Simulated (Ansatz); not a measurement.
Input of an Ansatz 0.2.0 run:

Contents of input.yaml:

```yaml
crystal:
  lattice:
    - [2.9916, 0.0, 0.0]
    - [0.0, 2.9916, 0.0]
    - [0.0, 0.0, 2.9916]
  atoms:
    - { symbol: Ru, position: [0.5, 0.5, 0.5] }
    - { symbol: Al, position: [0.0, 0.0, 0.0] }
hamiltonian:
  xc: pbe
  pseudopotentials: { kind: paw }
kpoints:
  mp_grid: { grid: [9, 9, 9] }
scf:
  occupations: { method: gaussian, width: 0.011 }
output:
  forces: true
  stress: true
  eigenvalues: true
```

Potentials or basis: Ansatz PAW.

The run is started by

```console
$ ansatz run input.yaml --threads 2 --pin off --max-ram 5632MiB --backend cpu --events-out ev --progress --plain --runs-dir out
```

(1) What does it give for the band gap on the k mesh?

(2) Estimate the pressure.

Answers

(1) none (metal or under the smearing width).

(2) 2.5 GPa.
